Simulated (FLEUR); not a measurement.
Runs of FLEUR MaX-R8.1 (later development tree) on MnO. It takes space group Fm-3m (No. 225, cubic). The conventional cell has a = 4.448 Å, b = 4.448 Å, c = 4.448 Å, α = 90.00°, β = 90.00°, γ = 90.00°. Mn (site symmetry m-3m) is surrounded by 6 O at 2.22 Å. O (site symmetry m-3m) has 6 Mn at 2.22 Å as nearest neighbours. The cell is a database's computed one.

| task | level | spin | U | k mesh | gmax | muffin-tin radii | local orbitals a species | lnonsphr | max iterations | kmax | gap on the mesh (eV) | moment (μB) |
| --- | --- | --- | --- | --- | --- | --- | --- | --- | --- | --- | --- | --- |
| single point | PBEsol+U | collinear, ferromagnetic start | Mn d U = 6 eV | 8 × 8 × 8 | 13.9 1/bohr | Mn 2.18, O 1.67 bohr | Mn 4, O 3 | Mn 9, O 8 | 100 | 4.5 1/bohr | 0.39 | 5.00 |
| single point | PBEsol | collinear, ferromagnetic start | - | 10 × 10 × 10 | 14.2 1/bohr | Mn 2.14, O 1.64 bohr | Mn 5, O 3 | Mn 9, O 8 | 60 | 4.58 1/bohr | none | (b) |
| single point | PBEsol+U | collinear, ferromagnetic start | Mn d U = 4 eV | 8 × 8 × 8 | 13.9 1/bohr | Mn 2.18, O 1.67 bohr | Mn 4, O 3 | Mn 9, O 8 | 100 | 4.5 1/bohr | none | 5.00 |
| band structure | RPBE | collinear, ferromagnetic start | - | 10 × 10 × 10 | 13.7 1/bohr | Mn 2.21, O 1.69 bohr | Mn 5, O 3 | - | 60 | 4.43 1/bohr | - | 4.92 |
| band structure | r2SCAN | collinear, ferromagnetic start | - | 10 × 10 × 10 | 13.7 1/bohr | Mn 2.21, O 1.69 bohr | Mn 5, O 3 | - | 60 | 4.43 1/bohr | - | 5.00 |
| band structure | SCAN | collinear, ferromagnetic start | - | 10 × 10 × 10 | 13.7 1/bohr | Mn 2.21, O 1.69 bohr | Mn 5, O 3 | - | 60 | 4.43 1/bohr | - | 4.99 |
| single point | PBEsol+U | collinear, ferromagnetic start | Mn d U = 0.0 eV | 8 × 8 × 8 | 13.9 1/bohr | Mn 2.18, O 1.67 bohr | Mn 4, O 3 | Mn 9, O 8 | 100 | 4.5 1/bohr | none | 4.74 |
| single point | PBEsol+U | collinear, ferromagnetic start | Mn d U = 3 eV | 8 × 8 × 8 | 13.9 1/bohr | Mn 2.18, O 1.67 bohr | Mn 4, O 3 | Mn 9, O 8 | 100 | 4.5 1/bohr | none | 5.00 |
| single point | PBEsol+U | collinear, ferromagnetic start | Mn d U = 2 eV | 8 × 8 × 8 | 13.9 1/bohr | Mn 2.18, O 1.67 bohr | Mn 4, O 3 | Mn 9, O 8 | 100 | 4.5 1/bohr | none | 4.99 |
| single point | PBE | collinear, ferromagnetic start | - | 10 × 10 × 10 | 13.2 1/bohr | Mn 2.14, O 1.64 bohr | Mn 5, O 3 | - | 60 | 4.27 1/bohr | none | (a) |
| single point | PBEsol+U | collinear, ferromagnetic start | Mn d U = 5 eV | 8 × 8 × 8 | 13.9 1/bohr | Mn 2.18, O 1.67 bohr | Mn 4, O 3 | Mn 9, O 8 | 100 | 4.5 1/bohr | 0.21 | 5.00 |

Alike in all rows: potentials or basis all-electron, FLAPW; cell as given; smearing fermi-dirac 0.05 eV.

Q: Fill in the values left out.

A: (a) 4.79; (b) 4.77.

Caveats: a cell with one magnetic atom can't hold antiferromagnetic order, which such compounds often take; semilocal functionals often make such compounds metallic where correlation or magnetic order opens a gap, which also shifts bond lengths (some runs); the meta-GGA is that of a development version, with a GGA for the radial functions and cores and without core tails (some runs).

A k mesh can miss the band edges.

A gap of «none» marks a metal or a gap under the smearing width.

Not every run made on this cell is shown here.
